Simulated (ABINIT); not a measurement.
Crystal: Sb.

```xyz
2
Lattice="3.1224 0.0000 0.0000 0.0000 4.3475 0.0000 -0.0389 0.0000 4.4059" Properties=species:S:1:pos:R:3 pbc="T T T"
Sb    0.0262    1.0869    1.0625
Sb    3.0573    3.2606    3.3433
```

This isn't the form of Sb at room conditions, which is rhombohedral.

```yaml
Program: ABINIT 10.8.3 (patched build)
Task: relaxation of cell and atoms
Functional: PBE
Dispersion: D4
Potentials_or_basis: JTH PAW PBE v2.0
Cutoff: 435 eV
k_mesh: 6 × 4 × 4
Occupations: fermi-dirac, width 0.05 eV
Spin: no spin polarisation
```

At the start: pressure -1.9 GPa; volume 29.90 Å³/atom.

Q: How do energy, volume and symmetry change on relaxing?

A: Over 14 steps the energy falls by 20.2 meV/atom and the volume is 28.97 Å³/atom (-3.1 %); space group Pmma (No. 51, to 0.05 Å).

Step by step:
| step | energy change (eV) | largest force (eV/Å) | pressure (GPa) | volume (Å³) |
| --- | --- | --- | --- | --- |
| 1 | 0.0000 | 0.0668 | -1.90 | 59.81 |
| 2 | -0.0156 | 0.0600 | -1.48 | 59.35 |
| 3 | -0.0380 | 0.0537 | 0.32 | 57.69 |
| 4 | -0.0389 | 0.0507 | -0.01 | 57.98 |
| 5 | -0.0390 | 0.0488 | 0.00 | 57.97 |
| 6 | -0.0401 | 0.0286 | -0.01 | 57.93 |
| 7 | -0.0401 | 0.0292 | -0.02 | 57.93 |
| 8 | -0.0400 | 0.0290 | -0.01 | 57.92 |
| 9 | -0.0402 | 0.0260 | 0.01 | 57.91 |
| 10 | -0.0403 | 0.0176 | 0.04 | 57.88 |
| 11 | -0.0403 | 0.0052 | 0.07 | 57.87 |
| 12 | -0.0403 | 0.0018 | 0.06 | 57.89 |
| 13 | -0.0404 | 0.0039 | 0.03 | 57.92 |
| 14 | -0.0404 | 0.0032 | 0.00 | 57.95 |

Final structure:
```
CELL_PARAMETERS angstrom
3.02090 0.00000 0.00322
0.00000 4.36109 0.00000
-0.03320 0.00000 4.39847
ATOMIC_POSITIONS crystal
Sb 0.00085 0.25000 0.24368
Sb 0.99915 0.75000 0.75632
```

Caveat: the k mesh is coarse (spacing up to 0.36 Å⁻¹), so the values aren't converged; the log and the count of SCF iterations are those of the last ABINIT call alone; pairwise dispersion overbinds metals, which lowers pressure and volume.
